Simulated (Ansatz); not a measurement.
Rows from a G0W0 calculation on Zn on the Be site in BeTe (32-atom cell) (Ansatz 0.2.0; G0W0 on LDA, plane waves, PAW; 2×2×2 mesh, 1210 empty bands, screening to 128 eV), in eV. Spin-orbit coupling is left out.

```
row  k  band   start       Σx  Σc at the solution      Vxc
  A  Γ    c5  10.668   -6.630              -3.800  -10.808
  B  Γ    c4  10.348   -7.201              -3.755  -11.431
  C  Γ    v4   6.871  -16.301               1.495  -14.405
  D  Γ    c1   9.779   -5.936              -3.728  -10.087
  E  Γ    v1   8.036  -16.613               1.124  -15.169
```

Work out each quasiparticle level and how far it moved.

The quasiparticle equation reads E = start + Σx + Σc(E) − Vxc.

```
row  E (eV)  shift (eV)
  A  11.046      +0.378
  B  10.823      +0.475
  C   6.470      −0.401
  D  10.202      +0.423
  E   7.716      −0.320
```

Limits: not at the basis limit; no spin-orbit coupling.

[Paths, hosts, dates, memory and timing lines, banners, echoed tables and standing remarks are left out of the program output.]

[Logs are printed without paths, hosts, clocks, repeated set-up lines and the standing remarks that a program may print on its own settings, such as how far it seeks lower states.]

[Runs of the session that timed out or met a known fault of the program may be left out.]

[Cells called generated may have been cut or substituted from an entry of the Crystallography Open Database or the Materials Project.]

[Hosts, paths, dates, database ids (printed as entryN), source tags and the programs' standing remarks are cut or masked in the printed files.]
